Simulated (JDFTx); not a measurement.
Crystal: BaTiO3.

```
Ba Ti O
1.0
     4.00730    0.00000    0.00000
     0.00000    4.00730    0.00000
     0.00000    0.00000    4.00730
Ba Ti O
1 1 3
Direct
  0.50903 0.45529 0.50668
  0.94374 0.06998 0.95431
  0.52053 0.00683 0.05543
  0.01265 0.49197 0.05272
  0.01405 0.97593 0.43085
```

Base run:

```yaml
Program: JDFTx 1.7.0 (patched build)
Functional: PBE
Dispersion: D2
Potentials_or_basis: PseudoDojo-SR-PBE-0.5-standard with smoothed tails
Cutoff: 1143 eV
Density_cutoff: 9143 eV
k_mesh: 4 × 4 × 4
Occupations: fermi-dirac, width 0.05 eV
Spin: no spin polarisation
```

Its results: band gap on the k mesh 2.71 eV, indirect (least direct gap 2.93 eV); pressure 9.2 GPa; largest force 4.549 eV/Å.

Q: The run is repeated on the same cell with these changes: dispersion from D2 to none. What comes out?

A: Band gap on the k mesh 2.71 eV, indirect (least direct gap 2.93 eV); pressure 11.5 GPa; largest force 4.315 eV/Å.

Dispersion adds attraction, which lowers the pressure at fixed volume and, as a term added to the energy, leaves the levels alone.

Caveats: the empty levels aren't tightly converged; spin-orbit coupling is left out, which moves the levels of the heavy elements; forces of over 1 eV/Å show positions far from the minimum, so gaps and moduli don't describe the material at rest.

A k mesh can miss the band edges.
